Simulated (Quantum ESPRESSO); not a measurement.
Runs of Quantum ESPRESSO 7.5 on Tc. It takes space group P6_3/mmc (No. 194, hexagonal). Conventional cell: a = 2.740 Å, b = 2.740 Å, c = 4.398 Å, α = 90.00°, β = 90.00°, γ = 120.00°. Tc (site symmetry -6m2) has 12 Tc at 2.71 to 2.74 Å as nearest neighbours. 

| task | level | potentials or basis | spin | cell | cutoff (eV) | most ionic steps | forc conv thr | etot conv thr | ion dynamics | cell dynamics | gap on the mesh (eV) | pressure (GPa) |
| --- | --- | --- | --- | --- | --- | --- | --- | --- | --- | --- | --- | --- |
| band structure | PBEsol | PseudoDojo 0.4.1 SR PBEsol standard | off | as given | 1143 | - | - | - | - | - | none | -6.2 |
| relaxation of cell and atoms | PBE+D3(BJ) | PseudoDojo 0.4.1 SR PBE standard | off | relaxed to 0.3 kbar | 1143 | 40 | 0.0004 Ry/bohr | 1e-05 Ry | bfgs | bfgs | none | 0.0 |
| band structure | PBE | PseudoDojo 0.4 FR PBE standard | SOC, no magnetisation | as given | 1143 | - | - | - | - | - | none | (a) |
| band structure | LDA | PseudoDojo 0.4.1 SR LDA standard | off | as given | 1197 | - | - | - | - | - | none | -11.5 |

Alike in all rows: k mesh 11 × 11 × 6; smearing fermi-dirac 0.05 eV.

Q: Estimate the missing entries.

A: (a) 3.8.

Caveats: pairwise dispersion overbinds metals, which lowers pressure and volume (some runs).

A k mesh can miss the band edges, and rows without SOC leave out spin-orbit coupling on Tc.

A gap of «none» marks a metal or a gap under the smearing width.
